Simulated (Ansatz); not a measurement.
# Mo10S: the cost of one run

Program: Ansatz 0.2.0. Level of theory: DFT PBE, scalar-relativistic, plane waves, PAW. These are calculated values, not measurements.

2 further runs of the same task are left out: 2 set aside as unsound or not needed.

**1. Starting point**

It takes space group P4mm (No. 99, tetragonal). Conventional cell: a = 3.160 Å, b = 3.160 Å, c = 23.321 Å, α = 90.00°, β = 90.00°, γ = 90.00°. Mo (site symmetry 4mm) is surrounded by 9 Mo at 2.74 to 3.16 Å. Mo (site symmetry 4mm) is surrounded by 8 Mo at 2.71 to 2.74 Å. Around Mo (site symmetry 4mm) lie 14 Mo at 2.71 to 3.16 Å. Mo (site symmetry 4mm) has 8 Mo at 2.62 to 2.78 Å as nearest neighbours. Mo (site symmetry 4mm) is surrounded by 4 Mo at 2.62 Å.

As a file:

```
Mo
1.0
     4.46954    0.00000    0.00000
     0.00000    4.46954    0.00000
     0.00000    0.00000   23.32088
Mo
10
Direct
  0.00000 0.50000 0.36448
  0.50000 0.00000 0.36448
  0.00000 0.00000 0.43224
  0.50000 0.50000 0.43224
  0.00000 0.50000 0.49810
  0.50000 0.00000 0.49810
  0.00000 0.00000 0.56888
  0.50000 0.50000 0.56888
  0.00000 0.50000 0.62755
  0.50000 0.00000 0.62755
```

Miller indices refer to the conventional cell of the relaxed bulk, Im-3m (No. 229): a = 3.160 Å, b = 3.160 Å, c = 3.160 Å, α = 90.00°, β = 90.00°, γ = 90.00°.

It is a (100) slab, 6.3 Å thick as cut, with 17 Å of vacuum; its outer planes are Mo (top) and Mo (bottom). An earlier relaxation, lower half held, gave -49551.6871 eV, work function 3.90 eV (top face), 3.99 eV (bottom face), dipole along +c 0.010 e·Å per cell.

**2. Start: S, top (Mo)**

File input.yaml:

```yaml
crystal:
  lattice:
    - [4.4695390375, 0.0, 0.0]
    - [0.0, 4.4695390375, 0.0]
    - [0.0, 0.0, 25.3208827244]
  atoms:
    - { symbol: Mo, position: [0.0, 0.5, 0.3356912984] }
    - { symbol: Mo, position: [0.5, 0.0, 0.3356912984] }
    - { symbol: Mo, position: [0.0, 0.0, 0.3980991023] }
    - { symbol: Mo, position: [0.5, 0.5, 0.3980991023] }
    - { symbol: Mo, position: [0.0, 0.5, 0.4587540982] }
    - { symbol: Mo, position: [0.5, 0.0, 0.4587540982] }
    - { symbol: Mo, position: [0.0, 0.0, 0.5239455093] }
    - { symbol: Mo, position: [0.5, 0.5, 0.5239455093] }
    - { symbol: Mo, position: [0.0, 0.5, 0.5779847026] }
    - { symbol: Mo, position: [0.5, 0.0, 0.5779847026] }
    - { symbol: S, position: [0.5, 0.0, 0.6806667468] }
basis:
  ecutwfc: 420
kpoints:
  mp_grid: { grid: [7, 7, 1] }
hamiltonian:
  xc: pbe
scf:
  occupations: { method: gaussian, width: 0.1 }
output:
  forces: true
  eigenvalues: true
relax:
  adjacent_minimum: "off"
  f_tol: 0.03
  max_steps: 70
  constraints: [{ sites: [0, 1, 2, 3] }]
efield:
  axis: 3
  dipole_correction: true
```

The run is started by

```
> ansatz run input.yaml --threads 2 --pin off --max-ram 5120MiB --backend cpu --events-out ev --progress --plain --runs-dir out
```

Q: Estimate wall time and peak memory on 2 threads of Intel Xeon Platinum 8488C (Sapphire Rapids), shared host.

About 99 s, with a peak of 1 GiB.
